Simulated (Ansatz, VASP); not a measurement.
One calculation of BaTe, two programs

```
Ba Te
1.0
     6.82000    0.00000    0.00000
     0.00000    6.82000    0.00000
     0.00000    0.00000    6.82000
Ba Te
4 4
Direct
  0.00000 0.00000 0.00000
  0.00000 0.50000 0.50000
  0.50000 0.00000 0.50000
  0.50000 0.50000 0.00000
  0.50000 0.00000 0.00000
  0.00000 0.50000 0.00000
  0.00000 0.00000 0.50000
  0.50000 0.50000 0.50000
```

Alike in both runs: task relaxation of cell and atoms; functional RPBE; k mesh 4 × 4 × 4; occupations tetrahedron; no spin polarisation.

```csv
,VASP,Ansatz
version,VASP 6.6.1,Ansatz 0.2.0
potentials or method,"VASP PAW PBE potentials, release 54 (Ba_sv, Te)",Ansatz PAW
plane-wave cutoff (eV),600,420
valence electrons in the cell,64,104
```

Ansatz gave:

```
gap on the k mesh at the Fermi level, each at its own relaxed structure (eV) : 1.85
relaxed volume (Å³/atom)                                                     : 45.98
relaxed cell length with the largest relative difference (Å)                 : 7.165
energy change over the relaxation (meV/atom)                                 : -91
```

Q: Which values does VASP return?

A: gap on the k mesh at the Fermi level, each at its own relaxed structure (eV): 1.80; relaxed volume (Å³/atom): 46.44; relaxed cell length with the largest relative difference (Å): 7.189; energy change over the relaxation (meV/atom): -105.

The two sets of potentials don't hold the same shells in valence.

Caveats: the volume moved by over 15 % at a fixed basis, so the end points are rough; spin-orbit coupling is left out, which moves the levels of the heavy elements; the PAW data sets were made with another functional, which shifts forces and pressure a little (VASP); the volume moved by +17 % from the deposited cell, more than functionals usually miss (VASP); the plane-wave basis is chosen anew once the cell has moved, so the energies of steps on either side of that aren't comparable (Ansatz); the PAW data sets come from PBE, with cores solved anew for the run's functional, which leaves a small shift of forces and pressure (Ansatz); with tetrahedron occupations forces and stress needn't match the slope of the energy (Ansatz). Expect the measured gap to be larger: semilocal functionals such as RPBE lack the derivative discontinuity. RPBE and its kin give volumes clearly too large for solids.
